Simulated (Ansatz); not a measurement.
The system is Nb.

```xyz
1
Lattice="-1.6640 1.6640 1.6640 1.6640 -1.6640 1.6640 1.6640 1.6640 -1.6640" Properties=species:S:1:pos:R:3 pbc="T T T"
Nb    0.0000    0.0000    0.0000
```

Base run:

- Program: Ansatz 0.2.0
- Functional: BLYP
- Potentials or basis: Ansatz PAW
- Cutoff: 420 eV (not typed: the program's choice for these potentials)
- k mesh: 11 × 11 × 11
- Occupations: fermi-dirac, width 0.05 eV
- Spin: no spin polarisation

Its results: band gap on the k mesh none (metal or under the smearing width); pressure 4.1 GPa.

Task: The run is repeated on the same cell with these changes: functional from BLYP to PBE; occupations from fermi-dirac, width 0.05 eV to gaussian, width 0.012 eV. What comes out?

Result: Band gap on the k mesh none (metal or under the smearing width); pressure -1.7 GPa.

Caveats: the PAW data sets come from PBE, with cores solved anew for the run's functional, which leaves a small shift of forces and pressure (some runs).
